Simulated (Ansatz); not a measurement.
**LiF (Fm-3m): a single-point run**

Wanted: a converged single-point run for LiF (Fm-3m), and a check of what comes out. The structure is shown as the input types it.

Method: DFT PBE, scalar-relativistic, plane waves, PAW, in Ansatz 0.2.0.

## (1) Starting point

The structure is cubic, space group Fm-3m (No. 225). The conventional cell has a = 2.848 Å, b = 2.848 Å, c = 2.848 Å, α = 90.00°, β = 90.00°, γ = 90.00°. Li (site symmetry m-3m) is surrounded by 6 F at 1.42 Å. F (site symmetry m-3m) is surrounded by 6 Li at 1.42 Å.

Structure file:

```cif
data_structure
_symmetry_space_group_name_H-M 'Fm-3m'
_symmetry_Int_Tables_number 225
_cell_length_a 2.8476
_cell_length_b 2.8476
_cell_length_c 2.8476
_cell_angle_alpha 90.000
_cell_angle_beta 90.000
_cell_angle_gamma 90.000
_cell_volume 23.09
loop_
_atom_site_label
_atom_site_type_symbol
_atom_site_symmetry_multiplicity
_atom_site_Wyckoff_symbol
_atom_site_fract_x
_atom_site_fract_y
_atom_site_fract_z
_atom_site_occupancy
Li1 Li 4 a 0.00000 0.00000 0.00000 1
F1 F 4 b 0.50000 0.00000 0.00000 1
```

## (2) The run

input.yaml

```yaml
crystal:
  lattice:
    - [0.0, 1.42381554, 1.42381554]
    - [1.42381554, 0.0, 1.42381554]
    - [1.42381554, 1.42381554, 0.0]
  atoms:
    - { symbol: Li, position: [0.0, 0.0, 0.0] }
    - { symbol: F, position: [0.5, 0.5, 0.5] }
basis:
  ecutwfc: 420
  ecutrho_ratio: 4
kpoints:
  mp_grid: { grid: [14, 14, 14] }
hamiltonian:
  xc: pbe
scf:
  occupations: { method: gaussian, width: 0.05 }
  max_iter: 60
output:
  forces: true
  stress: true
```

Launch:

```console
$ ansatz run input.yaml --threads 4 --pin off --max-ram 7168MiB --backend cpu --events-out ev --progress --plain --runs-dir out
```

**Question.** How will this run end, and is anything wrong with its input?

This run ends as converged. It gives a pressure of 668 GPa, which is large; a structure far from rest gives such values too, whatever the setting.

The structure was scaled down until the atoms press into each other. The shortest distance in the input is 1.42 Å, between atoms 1 (Li) and 2 (F).

Fix: use the intended lattice or bond lengths.
